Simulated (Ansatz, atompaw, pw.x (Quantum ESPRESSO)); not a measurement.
# What a changed setting does to a pw.x run (bcc Ce)

Potential: PAW, atompaw 4.2.0.5, PBE; core [Kr] 4d10, reference 4f1 5s2 5p6 5d2 6s1 6p0; waves: 5s (bound): rc 1.85 bohr; 6s (bound): rc 3.00 bohr; 5p (bound): rc 1.90 bohr; 6p (bound, empty): rc 3.00 bohr; 5d (bound): rc 3.00 bohr; 5d channel at 1.6 Ry: rc 3.00 bohr; 4f (bound): rc 1.50 bohr; 4f channel at 0.2 Ry: rc 1.50 bohr; local part: bessel scheme, radius 2.95 bohr; core correction: smooth core density matched at 2.45 bohr; augmentation: besselshape compensation charge, radius 2.40 bohr; PAW radius 3.00 bohr; waves and projectors: custom rrkj gramschmidtortho.

The reference run (k-mesh 12³, cutoffs 100/900 Ry, Fermi–Dirac 0.01 Ry, mixing_beta 0.4, conv_thr 1e-9, no spin) gives 0.36 GPa at 28.600 Å³/atom, where all-electron LAPW gives 0.09 GPa. This run, with its own iteration cap, changes k-mesh shift to 1.

```
&control
  calculation='scf', prefix='x', pseudo_dir='./', outdir='./tmp', tstress=.true., disk_io='none'
/
&system
  ibrav=0, nat=1, ntyp=1, ecutwfc=100, ecutrho=900, nbnd=14,
  occupations='smearing', smearing='fd', degauss=0.01
/
&electrons
  conv_thr=1e-09, mixing_beta=0.4, electron_maxstep=60
/
ATOMIC_SPECIES
Ce 1.0 Ce.UPF
CELL_PARAMETERS angstrom
  -1.92649852 1.92649852 1.92649852
  1.92649852 -1.92649852 1.92649852
  1.92649852 1.92649852 -1.92649852
ATOMIC_POSITIONS crystal
Ce 0.0000 0.0000 0.0000
K_POINTS automatic
12 12 12 1 1 1
```

```bash
pw.x < Ce.scf.in > Ce.scf.out
```

Task: How does the run end?

Result: It converges in 21 iterations; the free energy moves by -1.6 meV/atom and the pressure by -0.04 GPa.

```
Message from routine setup:
     using ibrav=0 with symmetry is DISCOURAGED, use correct ibrav instead
     lattice parameter (alat)  =       6.3056  a.u.
     unit-cell volume          =     193.0024 (a.u.)^3
     number of electrons       =        12.00
     number of Kohn-Sham states=           14
     kinetic-energy cutoff     =     100.0000  Ry
     charge density cutoff     =     900.0000  Ry
     scf convergence threshold =      1.0E-09
     Exchange-correlation= SLA PW PBX PBC
     number of k points=    68  Fermi-Dirac smearing, width (Ry)=  0.0100
     iteration #  1     ecut=   100.00 Ry     beta= 0.40
     total energy              =    -481.90433621 Ry
     estimated scf accuracy    <       0.18102870 Ry
     iteration #  2     ecut=   100.00 Ry     beta= 0.40
     total energy              =    -481.80431474 Ry
     estimated scf accuracy    <       1.04750064 Ry
     iteration #  3     ecut=   100.00 Ry     beta= 0.40
     total energy              =    -482.01694896 Ry
     estimated scf accuracy    <       0.04704356 Ry
     iteration #  4     ecut=   100.00 Ry     beta= 0.40
     total energy              =    -482.04688774 Ry
     estimated scf accuracy    <       0.02656982 Ry
     iteration #  5     ecut=   100.00 Ry     beta= 0.40
     total energy              =    -482.01729164 Ry
     estimated scf accuracy    <       0.12643947 Ry
     iteration #  6     ecut=   100.00 Ry     beta= 0.40
     total energy              =    -482.03498644 Ry
     estimated scf accuracy    <       0.00006425 Ry
     [... 9 iterations left out ...]
     iteration # 16     ecut=   100.00 Ry     beta= 0.40
     total energy              =    -482.03521647 Ry
     estimated scf accuracy    <       0.00000067 Ry
     iteration # 17     ecut=   100.00 Ry     beta= 0.40
     total energy              =    -482.03521654 Ry
     estimated scf accuracy    <       0.00000006 Ry
     iteration # 18     ecut=   100.00 Ry     beta= 0.40
     total energy              =    -482.03521657 Ry
     estimated scf accuracy    <       0.00000001 Ry
     iteration # 19     ecut=   100.00 Ry     beta= 0.40
     total energy              =    -482.03521657 Ry
     estimated scf accuracy    <          9.3E-09 Ry
     iteration # 20     ecut=   100.00 Ry     beta= 0.40
     total energy              =    -482.03521657 Ry
     estimated scf accuracy    <          3.5E-09 Ry
     iteration # 21     ecut=   100.00 Ry     beta= 0.40
     the Fermi energy is    14.2347 ev
!    total energy              =    -482.03521657 Ry
     estimated scf accuracy    <          2.3E-10 Ry
     smearing contrib. (-TS)   =      -0.02237574 Ry
     convergence has been achieved in  21 iterations
          total   stress  (Ry/bohr**3)                   (kbar)     P=        3.18
     Message from routine punch:
     Nothing written, as per user request (disk_io='none')
```

The run took about 2.2 min on one core of a shared server CPU.
